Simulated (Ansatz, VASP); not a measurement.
## SrO in VASP and in Ansatz

Contents of INCAR:

```
SYSTEM = SrO
  PREC = Accurate
  ENCUT = 520
  EDIFF = 1E-7
  ISMEAR = 0
  SIGMA = 0.05
  LREAL = .False.
  LASPH = .True.
  NELM = 100
  ALGO = Normal
  ISIF = 2
  LWAVE = .False.
  LCHARG = .False.
  GGA = PS
  NBANDS = 15
```

The input KPOINTS:

```
regular mesh
0
Gamma
  10 10 10
  0 0 0
```

File POSCAR:

```
SrO
1.0
    0.0000000000      2.7318993316      2.7318993316
    2.7318993316      0.0000000000      2.7318993316
    2.7318993316      2.7318993316      0.0000000000
Sr O
1 1
Direct
    0.0000000000      0.0000000000      0.0000000000
    0.2500000000      0.2500000000      0.2500000000
```

Input for Ansatz:

```yaml
crystal:
  lattice:
    - [0.0, 2.7318993316, 2.7318993316]
    - [2.7318993316, 0.0, 2.7318993316]
    - [2.7318993316, 2.7318993316, 0.0]
  atoms:
    - { symbol: Sr, position: [0.0, 0.0, 0.0] }
    - { symbol: O, position: [0.25, 0.25, 0.25] }
basis:
  ecutwfc: 420
  ecutrho_ratio: 4
kpoints:
  mp_grid: { grid: [10, 10, 10] }
hamiltonian:
  xc: pbesol
scf:
  occupations: { method: gaussian, width: 0.05 }
output:
  forces: true
  stress: true
  eigenvalues: true
```

Alike in both runs: task single point; functional PBEsol; k mesh 10 × 10 × 10; occupations gaussian, width 0.05 eV; no spin polarisation.

|  | VASP | Ansatz |
| --- | --- | --- |
| version | VASP 6.6.1 | Ansatz 0.2.0 |
| potentials or method | VASP PAW PBE potentials, release 64 (Sr_sv, O) | scalar-relativistic, plane waves, PAW |
| plane-wave cutoff (eV) | 520 | 420 |
| valence electrons in the cell | 16 | 16 |

|  | VASP | Ansatz | Ansatz less VASP |
| --- | --- | --- | --- |
| gap on the k mesh at the Fermi level (eV) | 2.56 | 2.55 | -0.007 |
| least direct gap on the mesh (eV) | 3.57 | 3.56 | -0.012 |
| pressure (GPa) | 3.6 | 2.9 | -0.66 |

Caveats: the PAW data sets were made with another functional, which shifts forces and pressure a little (VASP). PBEsol gaps usually lie below the measured ones, often by a third to a half. A k mesh can miss the band edges.
